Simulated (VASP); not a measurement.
Runs of VASP 6.6.1 on Te2Mo. The structure is hexagonal, space group P6_3/mmc (No. 194). Conventional cell: a = 3.518 Å, b = 3.518 Å, c = 13.974 Å, α = 90.00°, β = 90.00°, γ = 120.00°. Te (site symmetry 3m) is surrounded by 3 Mo at 2.72 Å. Around Mo (site symmetry -6m2) lie 6 Te at 2.72 Å. 

```csv
task,potentials or basis,cell,cutoff (eV),smearing,gap on the mesh (eV),pressure (GPa),relaxed volume (Å³/atom),largest force (eV/Å)
relaxation of cell and atoms,"VASP PAW PBE potentials, release 54 (Te, Mo_sv)",relaxed,600,fermi-dirac 0.05 eV,(b),0.0,27.46,0.01
band structure,"VASP PAW PBE potentials, release 54 (Te, Mo)",as given,500,fermi-dirac 0.05 eV,0.78,(a),-,0.12
band structure,"VASP PAW PBE potentials, release 54 (Te, Mo_sv)",as given,520,fermi-dirac 0.05 eV,0.78,-,-,-
relaxation of cell and atoms,"VASP PAW PBE potentials, release 54 (Te, Mo)",relaxed,580,fermi-dirac 0.05 eV,1.02,0.0,27.65,-
single point,"VASP PAW PBE potentials, release 64 (Te, Mo_sv)",as given,520,gaussian 0.015 eV,0.78,(c),-,0.19
```

Alike in all rows: level PBE; no spin polarisation; k mesh 9 × 9 × 2.

Question: Estimate the missing entries.

Answer: (a) 2.5; (b) 1.01; (c) 3.0.

Caveats: spin-orbit coupling is left out, which moves the levels of the heavy elements; this functional lacks dispersion, which binds the layers, so the pressure and a relaxed spacing across them are unreliable; an odd mesh through Γ misses points on the zone boundary, where band edges often lie (some runs); the volume moved by +10 % from the deposited cell, more than functionals usually miss (some runs); the volume moved by +11 % from the deposited cell, more than functionals usually miss (some runs).

A k mesh can miss the band edges, and the runs leave out spin-orbit coupling on Mo, Te.

The runs don't all hold the same shells in valence.
